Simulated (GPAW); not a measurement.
The system is Y.

```xyz
2
Lattice="3.6474 0.0000 0.0000 -1.8237 3.1587 0.0000 0.0000 0.0000 5.7306" Properties=species:S:1:pos:R:3 pbc="T T T"
Y     1.8237    1.0529    4.2980
Y     0.0000    2.1058    1.4326
```

| Quantity | Value |
| --- | --- |
| Program | GPAW 26.7.0 |
| Task | relaxation of cell and atoms |
| Functional | LDA |
| Potentials or basis | the program's PAW data sets (release 1.2.1) made for this functional |
| Cutoff | 600 eV |
| Basis | pw |
| k mesh | 6 × 6 × 4 |
| Occupations | fermi-dirac, width 0.05 eV |
| Spin | no spin polarisation |

At the start: pressure -3.8 GPa; volume 33.01 Å³/atom.

Q: How do energy, volume and symmetry change on relaxing?

A: Over 6 steps the energy falls by 37.2 meV/atom and the volume is 30.01 Å³/atom (-9.1 %); space group P6_3/mmc (No. 194, to 0.05 Å).

Step by step:
| step | energy change (eV) | largest force (eV/Å) | pressure (GPa) | volume (Å³) |
| --- | --- | --- | --- | --- |
| 1 | 0.0000 | 0.0000 | -3.79 | 66.02 |
| 2 | -0.0237 | 0.0000 | -3.20 | 64.93 |
| 3 | -0.0740 | 0.0000 | 0.15 | 59.79 |
| 4 | -0.0742 | 0.0000 | 0.01 | 59.98 |
| 5 | -0.0742 | 0.0000 | 0.00 | 59.99 |
| 6 | -0.0744 | 0.0000 | -0.01 | 60.02 |

Final structure:
```
CELL_PARAMETERS angstrom
3.54755 0.00000 0.00000
-1.77378 3.07227 0.00000
0.00000 0.00000 5.50692
ATOMIC_POSITIONS crystal
Y 0.66667 0.33333 0.75000
Y 0.33333 0.66667 0.25000
```

Caveat: later steps reuse the first step's grids.
